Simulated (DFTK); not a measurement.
**Hf in DFTK: convergence with k mesh**

Hf:

```
Hf
1.0
     3.19670    0.00000    0.00000
    -1.59835    2.76842    0.00000
     0.00000    0.00000    5.05780
Hf
2
Direct
  0.66667 0.33333 0.75000
  0.33333 0.66667 0.25000
```

```yaml
Program: DFTK 0.8.2
Task: convergence study
Functional: LDA
Potentials_or_basis: cp2k.nc.sr.lda.v0_1.semicore.gth (LDA, GTH)
Cutoff: 925 eV
k_mesh: 2 × 2 × 1
Occupations: gaussian, width 0.02 eV
Spin: collinear spin, antiferromagnetic start
Starting_moments: "[0.5, -0.5] μB"
```

These are the settings of the first run; the series varies k mesh, with any setting tied to it.

Hardware: 1 thread of Intel(R) Xeon(R) Platinum 8488C (Sapphire Rapids), on a shared host.

| k mesh | energy less the tightest run, at zero smearing (meV/atom) | absolute moment (μB) | SCF cycles |
| --- | --- | --- | --- |
| 2 × 2 × 1 | -427.98 | 1.02 | 22 |
| 3 × 3 × 2 | -25.25 | 0.00 | 15 |
| 4 × 4 × 2 | 39.33 | 0.15 | 21 |
| 6 × 6 × 3 | 30.03 | 0.15 | 16 |
| 8 × 8 × 4 | -5.34 | 0.00 | 17 |
| 9 × 9 × 4 | -5.19 | 0.00 | 17 |
| 11 × 11 × 6 | 3.49 | 0.00 | 17 |
| 13 × 13 × 6 | 0.00 | 0.00 | 17 |

Against the tightest run, the absolute moment stays within 0.02 μB from 8 × 8 × 4 on. Not settled before the last step: the energy (to 1 meV/atom). Meshes of other sizes hit other points, so gaps and Fermi surfaces needn't settle smoothly. The tightest run that finished is the yardstick and may itself not be fully converged.

Caveat, for the tightest run too: the cutoff is short for these potentials, so energies and forces aren't converged, fitted volumes are rough and the log's stress (off by 3 to 10 GPa or more in trials) isn't used. Spin-orbit coupling is left out, which matters for the levels of Hf.
